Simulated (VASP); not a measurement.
A run of VASP 6.6.1 is set up as follows.

Contents of INCAR:

```
SYSTEM = Rh
PREC = Accurate
ENCUT = 520
EDIFF = 1E-6
ISMEAR = 1
SIGMA = 0.1
LREAL = .False.
LASPH = .True.
NELM = 100
ALGO = Normal
ISIF = 2
LWAVE = .False.
LCHARG = .True.
LDIPOL = .True.
IDIPOL = 3
DIPOL = 0.5 0.5 0.500
LVHAR = .True.
LVACPOTAV = .True.
KPAR = 2
```

The input KPOINTS:

```
regular mesh
0
Gamma
  9 9 1
  0 0 0
```

File POSCAR:

```
Rh                                      
1.0
    3.8601100000      0.0000000000      0.0000000000
    0.0000000000      3.8601100000      0.0000000000
    0.0000000000      0.0000000000     28.4476830600
  Rh            
     8
Direct
     0.5000000000000000    0.5000000000000000    0.4059989752898119
     0.0000000000000000    0.0000000000000000    0.4059989752898119
     0.0000000000000000    0.5000000000000000    0.4671017374612855
     0.5000000000000000    0.0000000000000000    0.4671017374612855
     0.5000000000000000    0.5000000000000000    0.5328982625387145
     0.0000000000000000    0.0000000000000000    0.5328982625387145
     0.0000000000000000    0.5000000000000000    0.5940010247101881
     0.5000000000000000    0.0000000000000000    0.5940010247101881
```

Potentials or basis: VASP PAW LDA potentials, release 64 (Rh_pv).

Run with:

```console
$ cat potpaw_LDA.64/Rh_pv/POTCAR > POTCAR
$ mpirun -np 2 vasp_std > vasp.out
```

**Question.** Estimate the work function of the upper face.

**Answer.** 5.51 eV.

**Question.** Predict the work function of the lower face.

**Answer.** 5.51 eV.

**Question.** Predict the largest force.

**Answer.** 0.017 eV/Å.

**Question.** Predict the band gap on the k mesh.

**Answer.** None (metal or under the smearing width).

Forces in eV/Å, atoms in the order of the input:
```
Rh   0.000  0.000  0.000
Rh   0.000  0.000  0.000
Rh   0.000  0.000  0.017
Rh   0.000  0.000  0.017
Rh   0.000  0.000 -0.017
Rh   0.000  0.000 -0.017
Rh   0.000  0.000  0.000
Rh   0.000  0.000  0.000
```
